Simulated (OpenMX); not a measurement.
Crystal: MoS2.

```
Mo S
1.0
     1.58550    0.91539    6.11500
    -1.58550    0.91539    6.11500
     0.00000   -1.83078    6.11500
Mo S
1 2
Direct
  0.00000 0.00000 0.00000
  0.25000 0.25000 0.25000
  0.75000 0.75000 0.75000
```

Measurements of this composition are mostly on another form, of space group No. 194.

| Property | Result |
| --- | --- |
| Program | OpenMX 3.8.5 |
| Task | single point |
| Functional | PBE |
| Potentials or basis | OpenMX 2013 PBE set, Mo7.0-s3p2d2, S7.0-s2p2d1f1, grid cutoff 400 Ry |
| k mesh | 11 × 11 × 11 |
| Occupations | fermi-dirac, width 0.05 eV |
| Spin | no spin polarisation |

On this cell: pressure 12.2 GPa; largest force 1.604 eV/Å; band gap on the k mesh none (metal or under the smearing width).

The same run follows on a disturbed copy (atoms moved at random, drawn with an rms of 0.05 Å):

```xyz
3
Lattice="1.5855 0.9154 6.1150 -1.5855 0.9154 6.1150 0.0000 -1.8308 6.1150" Properties=species:S:1:pos:R:3 pbc="T T T"
Mo    0.0266   -0.0177    0.0017
S    -0.0128    0.0242    4.5630
S     0.0144   -0.0597   13.7233
```

Question: What does the disturbed cell give?

Answer: The energy (extrapolated to zero smearing) moves by +18.6 meV/atom; pressure 13.2 GPa; largest force 2.210 eV/Å; band gap on the k mesh none (metal or under the smearing width).

Forces on the atoms (eV/Å):
```
Mo  -0.244 -0.072 -0.819
S    0.244 -0.391 -1.347
S   -0.006  0.456  2.163
```

Caveats: the cell's inner coordinates are idealised or old, which leaves forces on the atoms; the basis of atomic orbitals isn't converged, which shifts pressures, moduli and gaps.
